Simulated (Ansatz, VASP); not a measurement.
# One calculation of Sb, two programs

```
Sb
1.0
    -1.56596    1.56596    2.69374
     1.56596   -1.56596    2.69374
     1.56596    1.56596   -2.69374
Sb
1
Direct
  0.00000 0.00000 0.00000
```

Change from the starting cell: volume scaled by 0.98.

Alike in both runs: task single point; functional PBE; k mesh 12 × 12 × 12; occupations fermi-dirac, width 0.05 eV; no spin polarisation.

|  | VASP | Ansatz |
| --- | --- | --- |
| version | VASP 6.6.1 | Ansatz 0.2.0 |
| potentials or method | VASP PAW PBE potentials, release 64 (Sb), cutoff 520 eV | all-electron LAPW, scalar-relativistic |

```tsv
	VASP	Ansatz	Ansatz less VASP
gap on the k mesh at the Fermi level (eV)	none	none	-
pressure (GPa)	3.1	3.2	+0.12
largest component of the traceless stress (GPa)	0.74	0.72	-0.023
```

A gap of «none» marks a metal or a gap that the smearing closes. Ansatz ran all-electron here, so the differences hold the error of VASP's frozen core and of both bases.

The runs have no spin-orbit coupling, so splittings on Sb are missing.
